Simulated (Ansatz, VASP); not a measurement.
# CO2: VASP beside Ansatz

```
CELL_PARAMETERS angstrom
-1.97705 1.97705 3.00009
1.97705 -1.97705 3.00009
1.97705 1.97705 -3.00009
ATOMIC_POSITIONS crystal
C 0.00000 0.00000 0.00000
C 0.75000 0.25000 0.50000
O 0.37500 0.28996 0.41496
O 0.71004 0.12500 0.08504
O 0.87500 0.96004 0.58504
O 0.03996 0.62500 0.91496
```

Alike in both runs: functional PBE; k mesh 8 × 8 × 8; occupations gaussian, width 0.1 eV; no spin polarisation.

Ansatz relaxed the structure, and its values are those at the end. VASP's run is a single point on that final structure, the one shown.

```csv
,VASP,Ansatz
version,VASP 6.6.1,Ansatz 0.2.0
potentials or method,"VASP PAW PBE potentials, release 64 (C, O)","scalar-relativistic, plane waves, PAW"
plane-wave cutoff (eV),520,420
valence electrons in the cell,32,32
```

VASP gave:

```
gap on the k mesh at the Fermi level (eV) : 7.66
least direct gap on the mesh (eV)         : 8.10
pressure (GPa)                            : 1.6
rms of the force components (eV/Å)        : 0.039
```

Q: What did Ansatz give for the same quantities?

A: gap on the k mesh at the Fermi level (eV): 7.72; least direct gap on the mesh (eV): 8.15; pressure (GPa): 0.2; rms of the force components (eV/Å): 0.002.

The functional is the same, so the differences come from potentials, cutoffs and numerics.

A k mesh can miss the band edges. Expect the measured gap to be larger: semilocal functionals such as PBE lack the derivative discontinuity.
